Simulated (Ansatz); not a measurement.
# P: the cost of one run

Computed with Ansatz 0.2.0 (DFT PBE, scalar-relativistic, plane waves, PAW, unless a step's input says otherwise).

## Step 1: The system as given

The structure is tetragonal, space group I4/mcm (No. 140). The conventional cell has a = 6.887 Å, b = 6.887 Å, c = 5.682 Å, α = 90.00°, β = 90.00°, γ = 90.00°. P (site symmetry m) is surrounded by 4 P at 2.11 to 2.16 Å.

As a file:

```
CELL_PARAMETERS angstrom
-3.44339 3.44339 2.84122
3.44339 -3.44339 2.84122
3.44339 3.44339 -2.84122
ATOMIC_POSITIONS crystal
P 0.53859 0.03859 0.20355
P 0.83504 0.33504 0.79645
P 0.03859 0.83504 0.50000
P 0.33504 0.53859 0.50000
P 0.66496 0.46141 0.50000
P 0.96141 0.16496 0.50000
P 0.16496 0.66496 0.20355
P 0.46141 0.96141 0.79645
```

Recipe of the guess: 4-connected net of one element (I4/mcm, No. 140). The dimensions are guesses.

## Step 2: Probe: one point on a coarse mesh

File input.yaml:

```yaml
crystal:
  lattice:
    - [-3.44338576, 3.44338576, 2.84121672]
    - [3.44338576, -3.44338576, 2.84121672]
    - [3.44338576, 3.44338576, -2.84121672]
  atoms:
    - { symbol: P, position: [0.53858588, 0.03858588, 0.20355034] }
    - { symbol: P, position: [0.83503554, 0.33503554, 0.79644966] }
    - { symbol: P, position: [0.03858588, 0.83503554, 0.5] }
    - { symbol: P, position: [0.33503554, 0.53858588, 0.5] }
    - { symbol: P, position: [0.66496446, 0.46141412, 0.5] }
    - { symbol: P, position: [0.96141412, 0.16496446, 0.5] }
    - { symbol: P, position: [0.16496446, 0.66496446, 0.20355034] }
    - { symbol: P, position: [0.46141412, 0.96141412, 0.79644966] }
basis:
  ecutwfc: 420
kpoints:
  mp_grid: { grid: [4, 4, 4] }
hamiltonian:
  xc: pbe
scf:
  occupations: { method: gaussian, width: 0.1 }
  lower_state_search: "off"
output:
  forces: true
  stress: true
  eigenvalues: true
```

Launch:

```console
$ ansatz run input.yaml --threads 1 --pin off --max-ram 2560MiB --backend cpu --events-out ev --progress --plain --runs-dir out
```

What time and memory should one allow on 1 thread of Arm Neoverse V1, shared host?

About 3.4 s, with a peak of 0.35 GiB.
